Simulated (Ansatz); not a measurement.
# CdO: computed DOS

```
Cd O
1.0
     0.00000    2.38396    2.38396
     2.38396    0.00000    2.38396
     2.38396    2.38396    0.00000
Cd O
1 1
Direct
  0.00000 0.00000 0.00000
  0.50000 0.50000 0.50000
```

The cell was built from the rocksalt type and relaxed in the same program, and has space group Fm-3m; it needn't be a known or the stable phase.

Method: Ansatz 0.2.0, DFT, PBE, all-electron LAPW, scalar-relativistic.

Numerical set-up: a Γ-centred 16×16×16 k mesh, Fermi–Dirac smearing of 0.08 eV, basis error target 1 meV/atom, no spin polarisation.

Where is the centre of the filled Cd 4d states between -14 eV and the top of the filled states?

-6.51 eV from the Fermi level.

Tabulate the density of states.

States per eV and cell, averaged over 0.6 eV, from -7.6 to 6.0 eV, with energies (bin centres) from the Fermi level; empty bins are left out. The partial columns, the largest 3 alone, are projections on Löwdin-orthogonalised atomic shells (those that the program's projection atoms carry: the occupied ones and, for some elements, an empty d or f shell; other empty shells have no column), summed over atoms of an element. Weights on diffuse s and p shells depend on that basis and aren't pure angular character.
```csv
E (eV),total,Cd 4d,O 2p,Cd 5s
-7.4,4.62,4.06,0.45,0.10
-6.8,6.47,6.04,0.38,0.02
-6.2,5.58,5.47,0.05,0.00
-4.4,0.01,0.00,0.01,0.00
-3.8,2.02,0.31,1.23,0.41
-3.2,1.21,0.14,0.73,0.26
-2.6,0.96,0.06,0.80,0.05
-2.0,1.53,0.10,1.34,0.03
-1.4,2.01,0.15,1.78,0.03
-0.8,1.66,0.17,1.44,0.01
-0.2,0.60,0.07,0.52,0.00
0.4,0.02,0.00,0.01,0.01
1.0,0.05,0.00,0.02,0.02
1.6,0.08,0.00,0.03,0.03
2.2,0.12,0.00,0.05,0.06
2.8,0.18,0.00,0.07,0.09
3.4,0.29,0.00,0.09,0.15
4.0,0.65,0.00,0.15,0.40
4.6,0.72,0.00,0.14,0.40
5.2,0.69,0.00,0.13,0.38
5.8,0.53,0.00,0.11,0.31
```
